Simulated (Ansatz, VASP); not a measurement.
# SnO2: VASP beside Ansatz

```
Sn O
1.0
     4.78472    0.00000    0.00000
     0.00000    4.78472    0.00000
     0.00000    0.00000    3.18640
Sn O
2 4
Cartesian
  0.0000 0.0000 0.0000
  2.3924 2.3924 1.5932
  1.4623 1.4623 0.0000
  0.9301 3.8547 1.5932
  3.3224 3.3224 0.0000
  3.8547 0.9301 1.5932
```

Change from the starting cell: equal xx and yy strain of +1 %.

Alike in both runs: task single point; functional PBE; k mesh 4 × 4 × 6; occupations fermi-dirac, width 0.03 eV; no spin polarisation.

|  | VASP | Ansatz |
| --- | --- | --- |
| version | VASP 6.6.1 | Ansatz 0.2.0 |
| potentials or method | VASP PAW PBE potentials, release 64 (Sn_d, O), cutoff 520 eV | all-electron LAPW, scalar-relativistic |

```tsv
	VASP	Ansatz	Ansatz less VASP
pressure (GPa)	7.4	6.7	-0.69
largest component of the traceless stress (GPa)	2.43	2.21	-0.226
rms of the force components (eV/Å)	0.011	0.001	-0.0097
```

Atom by atom the forces differ by 0.010 eV/Å (rms over components). Ansatz ran all-electron here, so the differences hold the error of VASP's frozen core and of both bases.
